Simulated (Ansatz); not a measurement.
The system is ZrO2.

```
CELL_PARAMETERS angstrom
3.59610 0.00000 0.00000
0.00000 3.59610 0.00000
0.00000 0.00000 5.17700
ATOMIC_POSITIONS crystal
Zr 0.50000 0.50000 0.50000
Zr 0.00000 0.00000 0.00000
O 0.50000 0.00000 0.79700
O 0.50000 0.00000 0.29700
O 0.00000 0.50000 0.70300
O 0.00000 0.50000 0.20300
```

Base run:

| Item | Value |
| --- | --- |
| Program | Ansatz 0.2.0 |
| Functional | r2SCAN |
| Potentials or basis | Ansatz PAW |
| Cutoff | 500 eV (not typed: the program's choice for these potentials) |
| k mesh | 7 × 7 × 5 |
| Occupations | fermi-dirac, width 0.05 eV |
| Spin | no spin polarisation |

Its results: band gap on the k mesh 4.56 eV, indirect (least direct gap 4.68 eV); pressure 1.5 GPa; largest force 0.064 eV/Å.

Task: After a change of settings the same cell gave: band gap on the k mesh 4.06 eV, indirect (least direct gap 4.17 eV); pressure 12.2 GPa; largest force 0.003 eV/Å. Which change was it?
A. functional from r2SCAN to BLYP; cutoff from 500 eV (not typed: the program's choice for these potentials) to 420 eV (not typed: the program's choice for these potentials)
B. functional from r2SCAN to RPBE; cutoff from 500 eV (not typed: the program's choice for these potentials) to 420 eV (not typed: the program's choice for these potentials)
C. functional from r2SCAN to revPBE; cutoff from 500 eV (not typed: the program's choice for these potentials) to 420 eV (not typed: the program's choice for these potentials)

Result: A.

r2SCAN gives the wider gap, since meta-GGAs in the generalised Kohn-Sham scheme recover part of the derivative discontinuity.

Caveats: the PAW data sets come from PBE, with cores solved anew for the run's functional, which leaves a small shift of forces and pressure.

Runs at the PBE level aren't shown here.
